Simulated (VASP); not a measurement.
# GeN2 in VASP: a series of runs

One sheet, GeN2, is run at these levels: PBE+D3(BJ); tasks: single point.

Program: VASP 6.6.1. These are calculated values, not measurements. Logs are shortened: lines on timing, memory, paths and dates and some standing lists are left out, and cuts for length are marked.

### 1 The structure

The cell holds a sheet with vacuum, 6 atoms: a = 3.128 Å, b = 3.128 Å, c = 37.903 Å, α = 90.00°, β = 90.00°, γ = 120.00°.

The cell was built by a generator and needn't be a form met in nature.

### 2 Single point, PBE+D3(BJ)

The input, INCAR:

```
PREC = Accurate ; ENCUT = 520
EDIFF = 1E-7 ; ISMEAR = 0
SIGMA = 0.1 ; LREAL = False
LASPH = True ; NELM = 100
ALGO = Fast ; ISIF = 2
LWAVE = False ; LCHARG = True
LDIPOL = True ; IDIPOL = 3
DIPOL = 0.5 0.5 0.290 ; GGA = PE
IVDW = 12 ; LELF = True
LVHAR = True ; LVACPOTAV = True
NBANDS = 33
```

The input, KPOINTS:

```
regular mesh
0
Gamma
  12 12 1
```

The input, POSCAR:

```
GeN2
1.0
    3.1276810685     -0.0000000031      0.0000000000
   -1.5638405316      2.7086512618      0.0000000000
    0.0000000000      0.0000000000     37.9030938400
Ge N
2 4
Direct
    0.6666666667      0.3333333333      0.2374094728
    0.0000000000      0.0000000000      0.3430180800
    0.0000000000      0.0000000000      0.2923250841
    0.3333333333      0.6666666667      0.2229639757
    0.6666666667      0.3333333333      0.2881024686
    0.3333333333      0.6666666667      0.3574635771
```

Potentials or basis: VASP PAW PBE potentials, release 64 (Ge_d, N).

Run with:

```console
$ cat potpaw_PBE.64/Ge_d/POTCAR potpaw_PBE.64/N/POTCAR > POTCAR
$ mpirun -np 1 vasp_std > vasp.out
```

OUTCAR:

```text
PREC = Accurate
   ENCUT = 520
   EDIFF = 1E-7
   ISMEAR = 0
   LREAL = False
   LASPH = True
   NELM = 100
   ISIF = 2
   GGA = PE
   IVDW = 12
 IVDW          = 12

 ion  position               nearest neighbor table
   1  0.667  0.333  0.237-   4 1.89   4 1.89   4 1.89   5 1.92
   2  0.000  0.000  0.343-   6 1.89   6 1.89   6 1.89   3 1.92
   3  0.000  0.000  0.292-   2 1.92
   4  0.333  0.667  0.223-   1 1.89   1 1.89   1 1.89
   5  0.667  0.333  0.288-   1 1.92
   6  0.333  0.667  0.357-   2 1.89   2 1.89   2 1.89

  LATTYP: Found a hexagonal cell.
 ALAT       =     3.1276810685
 C/A-ratio  =    12.1185929799

  Lattice vectors:

 A1 = (   3.1276810685,  -0.0000000031,   0.0000000000)
 A2 = (  -1.5638405316,   2.7086512618,   0.0000000000)
 A3 = (   0.0000000000,   0.0000000000,  37.9030938400)

Analysis of symmetry for initial positions (statically):
=====================================================================
 Subroutine PRICEL returns:
 Original cell was already a primitive cell.

 Routine SETGRP: Setting up the symmetry group for a
 hexagonal supercell.

 Subroutine GETGRP returns: Found 12 space group operations
 (whereof  6 operations were pure point group operations)
 out of a pool of 24 trial point group operations.

The static configuration has the point symmetry C_3v.
 The point group associated with its full space group is D_3d.

Analysis of symmetry for dynamics (positions and initial velocities):
=====================================================================
 Subroutine PRICEL returns:
 Original cell was already a primitive cell.

 Routine SETGRP: Setting up the symmetry group for a
 hexagonal supercell.

 Subroutine GETGRP returns: Found 12 space group operations
 (whereof  6 operations were pure point group operations)
 out of a pool of 24 trial point group operations.

The dynamic configuration has the point symmetry C_3v.
 The point group associated with its full space group is D_3d.

 Subroutine INISYM returns: Found 12 space group operations
 (whereof  6 operations are pure point group operations),
 and found     1 'primitive' translations

----------------------------------------------------------------------------------------

                                     Primitive cell

  volume of cell :     321.1073

  direct lattice vectors                    reciprocal lattice vectors
     3.127681068 -0.000000003  0.000000000     0.319725694  0.184593715  0.000000000
    -1.563840532  2.708651262  0.000000000     0.000000000  0.369187431  0.000000000
     0.000000000  0.000000000 37.903093840     0.000000000  0.000000000  0.026383071

  length of vectors
     3.127681068  3.127681069 37.903093840     0.369187431  0.369187431  0.026383071

  position of ions in fractional coordinates (direct lattice)
     0.666666667  0.333333333  0.237409473
     0.000000000  0.000000000  0.343018080
     0.000000000  0.000000000  0.292325084
     0.333333333  0.666666667  0.222963976
     0.666666667  0.333333333  0.288102469
     0.333333333  0.666666667  0.357463577

  ion indices of the primitive-cell ions
   primitive index   ion index
                 1           1
                 2           2
                 3           3
                 4           4
                 5           5
                 6           6

----------------------------------------------------------------------------------------

 KPOINTS: regular mesh

Automatic generation of k-mesh.
 Grid dimensions read from file:
 generate k-points for:   12   12    1

 Generating k-lattice:

  Cartesian coordinates                     Fractional coordinates (reciprocal lattice)
     0.026643808  0.015382810  0.000000000     0.083333333 -0.000000000  0.000000000
     0.000000000  0.030765619  0.000000000     0.000000000  0.083333333  0.000000000
     0.000000000  0.000000000  0.026383071     0.000000000  0.000000000  1.000000000

  Length of vectors
     0.030765619  0.030765619  0.026383071

  Shift w.r.t. Gamma in fractional coordinates (k-lattice)
     0.000000000  0.000000000  0.000000000

 Subroutine IBZKPT returns following result:
 ===========================================

 Found     19 irreducible k-points:

 Following reciprocal coordinates:
            Coordinates               Weight
  0.000000  0.000000  0.000000      1.000000
  0.083333  0.000000  0.000000      6.000000
  0.166667  0.000000  0.000000      6.000000
  0.250000  0.000000  0.000000      6.000000
  0.333333  0.000000  0.000000      6.000000
  0.416667  0.000000  0.000000      6.000000
[... 11 lines left out ...]
  0.333333  0.250000  0.000000     12.000000
  0.333333  0.333333  0.000000      2.000000
   k-points           NKPTS =     19   k-points in BZ     NKDIM =     19   number of bands    NBANDS=     33
   number of dos      NEDOS =    301   number of ions     NIONS =      6
   total plane-waves  NPLWV = 165888
   dimension x,y,z NGX =    24 NGY =   24 NGZ =  288
   dimension x,y,z NGXF=    48 NGYF=   48 NGZF=  576
   ions per type =               2   4
   NGX,Y,Z   is equivalent  to a cutoff of  12.76, 12.76, 12.63 a.u.
   NGXF,Y,Z  is equivalent  to a cutoff of  25.51, 25.51, 25.26 a.u.
 SYSTEM =  unknown system
   PREC   = accura    normal or accurate (medium, high low for compatibility)
   ISTART =      0    job   : 0-new  1-cont  2-samecut
   ICHARG =      2    charge: 1-file 2-atom 10-const
   ISPIN  =      1    spin polarized calculation?
   LNONCOLLINEAR =      F non collinear calculations
   LSORBIT =      F    spin-orbit coupling
   LASPH  =      T    aspherical Exc in radial PAW
   ENCUT  =  520.0 eV  38.22 Ry    6.18 a.u.   5.82  5.82 70.47*2*pi/ulx,y,z
   NELM   =    100;   NELMIN=  2; NELMDL= -5     # of ELM steps
   EDIFF  = 0.1E-06   stopping-criterion for ELM
   LREAL  =      F    real-space projection
   EDIFFG = 0.1E-05   stopping-criterion for IOM
   NSW    =      0    number of steps for IOM
   IBRION =     -1    ionic relax: 0-MD 1-quasi-New 2-CG
   NFREE  =      0    steps in history (QN), initial steepest desc. (CG)
   ISIF   =      2    stress and relaxation
   ISYM   =      2    0-nonsym 1-usesym 2-fastsym
   POTIM  = 0.5000    time-step for ionic-motion
   TEBEG  =    0.0;   TEEND  =   0.0 temperature during run
   PSTRESS=    0.0 pullay stress
   NELECT =      48.0000    total number of electrons
   NUPDOWN=      -1.0000    fix difference up-down
   EMIN   =  10.00;   EMAX   =-10.00  energy-range for DOS
   EFERMI =   0.00;   METHOD = LEGACY
   ISMEAR =     0;   SIGMA  =   0.10  broadening in eV -4-tet -1-fermi 0-gaus
   EFERMI_NEDOS =   21; number of points for ismear=-14 and -15
   IALGO  =     68    algorithm
   IMIX   =      4    mixing-type and parameters
     AMIX     =   0.40;   BMIX     =  1.00
     AMIX_MAG =   1.60;   BMIX_MAG =  1.00
  volume/ion in A,a.u.               =      53.52       361.16
  Fermi-wavevector in a.u.,A,eV,Ry     =   0.868837  1.641865 10.270744  0.754878
  Thomas-Fermi vector in A             =   1.987573
   LORBIT       =      0    0 simple, 1 ext, 2 COOP (PROOUT), +10 PAW based schemes
   GGA     = PE    functional components
   LHFCALC =     F    Hartree Fock is set to
   AEXX    =    0.0000 exact exchange contribution
   IVDW    =    12    specifies the selected vdW correction
   LEPSILON=     F    determine dielectric tensor
   LRPA    =     F    only Hartree local field effects (RPA)
 non-spin polarized calculation
 RMM-DIIS sequential band-by-band and
 Gauss-broadening in eV      SIGMA  =   0.10
  energy-cutoff  :      520.00
  volume of cell :      321.11
 maximum number of plane-waves:      8706
 NGX is ok and might be reduce to    24
   NGX = 11   NGY = 11   NGZ =141

 number of electron      47.9999984 magnetization

 dipolmoment           0.000000      0.000000     -0.000004 electrons x Angstroem

 Free energy of the ion-electron system (eV)
  ---------------------------------------------------
  ext. energy  EPLUGINS =         0.00000000
  ---------------------------------------------------
  free energy    TOTEN  =       -37.59980960 eV

  energy without entropy =      -37.59783580  energy(sigma->0) =      -37.59882270

 E-fermi :  -1.7904     XC(G=0):  -2.6173

 val. band max:       -1.8532317607   @ k =   0.0000   0.0000   0.0000
 cond. band min:      -1.7498716479   @ k =   0.0000   0.0000   0.0000
 fundamental gap:      0.1033601129
 Fermi energy:        -1.7903501018

 k-point     1 :       0.0000    0.0000    0.0000
  band No.  band energies     occupation
      1     -28.4406      2.00000
      2     -28.4222      2.00000
      3     -28.3859      2.00000
      4     -28.3859      2.00000
      5     -28.3855      2.00000
      6     -28.3855      2.00000
[... 25 lines left out ...]
     32       2.6104      0.00000
     33       3.6240      0.00000

 k-point     2 :       0.0833    0.0000    0.0000
  band No.  band energies     occupation
      1     -28.4394      2.00000
      2     -28.4231      2.00000
      3     -28.3852      2.00000
      4     -28.3837      2.00000
      5     -28.3803      2.00000
      6     -28.3800      2.00000
[... 25 lines left out ...]
     32       2.8518      0.00000
     33       3.2590      0.00000

 k-point     3 :       0.1667    0.0000    0.0000
  band No.  band energies     occupation
      1     -28.4400      2.00000
      2     -28.4292      2.00000
      3     -28.3808      2.00000
      4     -28.3745      2.00000
      5     -28.3654      2.00000
      6     -28.3650      2.00000
[... 25 lines left out ...]
     32       3.1071      0.00000
     33       3.2786      0.00000

 k-point     4 :       0.2500    0.0000    0.0000
  band No.  band energies     occupation
      1     -28.4474      2.00000
      2     -28.4415      2.00000
      3     -28.3691      2.00000
      4     -28.3589      2.00000
      5     -28.3459      2.00000
      6     -28.3453      2.00000
[... 25 lines left out ...]
     32       3.4470      0.00000
     33       3.9959      0.00000

 k-point     5 :       0.3333    0.0000    0.0000
  band No.  band energies     occupation
      1     -28.4586      2.00000
      2     -28.4552      2.00000
      3     -28.3551      2.00000
      4     -28.3433      2.00000
      5     -28.3284      2.00000
      6     -28.3276      2.00000
[... 424 lines left out ...]
 k-point    17 :       0.2500    0.2500    0.0000
  band No.  band energies     occupation
      1     -28.4432      2.00000
      2     -28.4414      2.00000
      3     -28.3504      2.00000
      4     -28.3502      2.00000
      5     -28.3251      2.00000
      6     -28.3185      2.00000
[... 25 lines left out ...]
     32       3.9708      0.00000
     33       5.4851      0.00000

 k-point    18 :       0.3333    0.2500    0.0000
  band No.  band energies     occupation
      1     -28.4406      2.00000
      2     -28.4396      2.00000
      3     -28.3431      2.00000
      4     -28.3412      2.00000
      5     -28.3273      2.00000
      6     -28.3222      2.00000
[... 25 lines left out ...]
     32       4.6479      0.00000
     33       5.2334      0.00000

 k-point    19 :       0.3333    0.3333    0.0000
  band No.  band energies     occupation
      1     -28.4353      2.00000
      2     -28.4349      2.00000
      3     -28.3402      2.00000
      4     -28.3402      2.00000
      5     -28.3281      2.00000
      6     -28.3281      2.00000
[... 25 lines left out ...]
     32       4.3402      0.00000
     33       5.1535      0.00000

------------------------ aborting loop because EDIFF is reached ----------------------------------------

 vacuum level on the upper side and lower side of the slab       (xc-potential included)        -0.079        -0.078

 Edisp (eV)   -1.01341

 E8    (eV) :    -0.3769

  FORCE on cell =-STRESS in cart. coord.  units (eV):
  Direction    XX          YY          ZZ          XY          YZ          ZX
  --------------------------------------------------------------------------------------
  -------------------------------------------------------------------------------------
  Total      -0.11655    -0.11655    -0.12066     0.00000    -0.00000     0.00000
  in kB      -0.58153    -0.58153    -0.60205     0.00000    -0.00000     0.00000
  external pressure =       -0.59 kB  Pullay stress =        0.00 kB

 VOLUME and BASIS-vectors are now :
 -----------------------------------------------------------------------------
  energy-cutoff  :      520.00
  volume of cell :      321.11
      direct lattice vectors                 reciprocal lattice vectors
     3.127681068 -0.000000003  0.000000000     0.319725694  0.184593715  0.000000000
    -1.563840532  2.708651262  0.000000000     0.000000000  0.369187431  0.000000000
     0.000000000  0.000000000 37.903093840     0.000000000  0.000000000  0.026383071

 POSITION                                       TOTAL-FORCE (eV/Angst)
 -----------------------------------------------------------------------------------
      1.56384      0.90288      8.99855         0.000000     -0.000000     -0.011947
      0.00000      0.00000     13.00145        -0.000000      0.000000      0.011947
      0.00000      0.00000     11.08003         0.000000      0.000000      0.018114
      0.00000      1.80577      8.45102         0.000000      0.000000      0.020934
      1.56384      0.90288     10.91997        -0.000000      0.000000     -0.018114
      0.00000      1.80577     13.54898        -0.000000      0.000000     -0.020934
 -----------------------------------------------------------------------------------
    total drift:                                0.000001      0.000001     -0.001006

  FREE ENERGIE OF THE ION-ELECTRON SYSTEM (eV)
  ---------------------------------------------------
  free  energy   TOTEN  =       -38.6132210276 eV

  energy  without entropy=      -38.6112472274  energy(sigma->0) =      -38.61223413

 vacuum level on the upper side and lower side of the slab         2.394         2.394
```

Wall time 6.4 min (1 thread of Intel Xeon Platinum 8259CL at 2.50GHz (Skylake/Cascade Lake), shared host); peak memory 0.5 GiB.

What came out:

* Free energy: -38.6132 eV
* Largest force: 0.021 eV/Å
* Band gap on the k mesh: none (metal or under the smearing width)
* Dispersion energy per atom: -0.169 eV
* Work function of the upper face: 4.18 eV
* Work function of the lower face: 4.18 eV

Forces on the atoms (eV/Å):
```
Ge   0.000  0.000 -0.012
Ge   0.000  0.000  0.012
N    0.000  0.000  0.018
N    0.000  0.000  0.021
N    0.000  0.000 -0.018
N    0.000  0.000 -0.021
```

(Continued in part 2 of 2.)
